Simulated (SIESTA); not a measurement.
Crystal: V.

```
CELL_PARAMETERS angstrom
-1.51435 1.51435 1.51435
1.51435 -1.51435 1.51435
1.51435 1.51435 -1.51435
ATOMIC_POSITIONS crystal
V 0.00000 0.00000 0.00000
```

- Program: SIESTA 5.4.2
- Task: relaxation of cell and atoms
- Functional: PBE
- Potentials or basis: PseudoDojo 0.4 standard (PBE files)
- Basis: TZDP (energy shift 0.01 Ry)
- Grid cutoff: 800 Ry
- Energy shift: 0.01 Ry
- k mesh: 12 × 12 × 12
- Occupations: fermi-dirac, width 0.05 eV
- Spin: collinear spin, ferromagnetic start
- Starting moments: [2.0] μB

At the start: pressure -8.7 GPa; volume 13.89 Å³/atom.

Q: Where does the relaxation end?

A: Over 6 steps the energy falls by 18.5 meV/atom and the volume is 13.23 Å³/atom (-4.7 %); space group Im-3m (No. 229, to 0.05 Å); moment 0.00 μB per cell.

The path:
```
step  energy change (eV)  largest force (eV/Å)  pressure (GPa)  volume (Å³)
   1              0.0000                0.0000           -8.67        13.89
   2             -0.0014                0.0000           -8.38        13.87
   3             -0.0184                0.0000            0.62        13.19
   4             -0.0185                0.0000           -0.31        13.25
   5             -0.0185                0.0000            0.17        13.22
   6             -0.0185                0.0000           -0.09        13.23
```

Final structure:
```cif
data_structure
_symmetry_space_group_name_H-M 'P 1'
_symmetry_Int_Tables_number 1
_cell_length_a 2.5809
_cell_length_b 2.5809
_cell_length_c 2.5809
_cell_angle_alpha 109.471
_cell_angle_beta 109.471
_cell_angle_gamma 109.471
_cell_volume 13.23
loop_
_atom_site_label
_atom_site_type_symbol
_atom_site_fract_x
_atom_site_fract_y
_atom_site_fract_z
_atom_site_occupancy
V1 V 0.00000 0.00000 0.00000 1
```

Caveat: semicore shells carry a single zeta, which can move pressures by several GPa and volumes by a few percent; the basis of atomic orbitals isn't converged, which shifts pressures, moduli and gaps.
